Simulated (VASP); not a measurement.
# ZnS: NMR shieldings and orbital susceptibility

ZnS, F-43m (no. 216), 2 atoms in the cell. PBE, GIPAW shieldings; PAW potentials Zn, S (PBE set).

## Input

INCAR:
```
ALGO = Normal
EDIFF = 1E-8
ENCUT = 450
GGA = PE
ISMEAR = 0
KPAR = 2
LASPH = T
LCHARG = F
LCHIMAG = T
LNMR_SYM_RED = T
LREAL = F
LWAVE = F
NELM = 120
NLSPLINE = T
PREC = Accurate
SIGMA = 0.01
```

KPOINTS:
```
k-points
0
Gamma
  7 7 7
```

POSCAR:
```
ZnS
1.0
    0.0000000000      2.7020000000      2.7020000000
    2.7020000000      0.0000000000      2.7020000000
    2.7020000000      2.7020000000      0.0000000000
Zn S
1 1
Direct
    0.7500000000      0.7500000000      0.7500000000
    0.0000000000      0.0000000000      0.0000000000
```

Commands:
```
cat potpaw_PBE.64/Zn/POTCAR potpaw_PBE.64/S/POTCAR > POTCAR
mpirun -np 2 vasp_std > vasp.out
```

## Result

- Orbital susceptibility (1e-6 cm³ per mole of cells): -57.6

Absolute shieldings:

| Atoms | Isotropic (ppm) | Span (ppm) |
|---|---|---|
| Zn1 | 1249.8 | 0.0 |
| S1 | 577.8 | 0.0 |

Two forms of the response, pGv and vGv, give -57.6 and -49.2 x 10^-6 cm³/mol for the orbital susceptibility of the cell.

The shieldings include the G = 0 term, which follows from the susceptibility (pGv form unless LVGVAPPL = T).

Limits: The pGv and vGv forms of the susceptibility differ by more than 5 %, and the shieldings take over part of that uncertainty through the G = 0 term.

VASP 6.6.1 took 110 s on 2 cores (AMD EPYC 7R43 (Zen 3)), a shared host.
